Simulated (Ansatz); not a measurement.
The parent structure is CsCl in the CsCl type structure (space group Pm-3m, No. 221; a = 4.140 Å). Axes: x, y, z lie along the cube axes.

Structures relaxed with r2SCAN in Ansatz (plane waves to 500 eV, PAW, no SOC).

Base:

Simulated powder pattern, Mo Kα, λ = 0.71073 Å (kinematic, ideal powder, no thermal factors, no anomalous dispersion; the 10 strongest lines at most, above 2 %, up to 2θ = 40°):

| 2θ (°) | I/Imax (%) | hkl |
|---|---|---|
| 9.85 | 35 | (100) |
| 13.94 | 100 | (110) |
| 17.10 | 13 | (111) |
| 19.77 | 19 | (200) |
| 22.13 | 19 | (210) |
| 24.27 | 42 | (211) |
| 28.10 | 14 | (220) |
| 29.84 | 10 | (221) |
| 31.50 | 19 | (310) |
| 37.46 | 22 | (321) |

After one change:

Simulated powder pattern, Mo Kα, λ = 0.71073 Å (kinematic, ideal powder, no thermal factors, no anomalous dispersion; the 10 strongest lines at most, above 2 %, up to 2θ = 40°):

```csv
2θ (°),I/Imax (%)
9.77,37
9.82,37
9.99,35
13.74,54
13.82,53
13.90,52
14.00,51
14.16,100
19.61,20
24.48,21
```

Problem. What was done to the base?
A. uniaxial strain ε_xx = +1.90 %
B. strain tensor (xx, yy, zz, yz, xz, xy) = (−1.37, +0.27, +0.82, +0.97, −1.25, −0.89) %
C. isotropic strain −3.45 %
D. strain tensor (xx, yy, zz, yz, xz, xy) = (+0.24, +3.12, +0.24, −0.87, −1.16, +2.58) %

Solution. B, strain tensor (xx, yy, zz, yz, xz, xy) = (−1.37, +0.27, +0.82, +0.97, −1.25, −0.89) %. Its volume per atom is 35.37 Å³ against 35.49 Å³, and its space group is P-1 (No. 2).

No phonon test of stability was made.

Ansatz is an electronic-structure program.
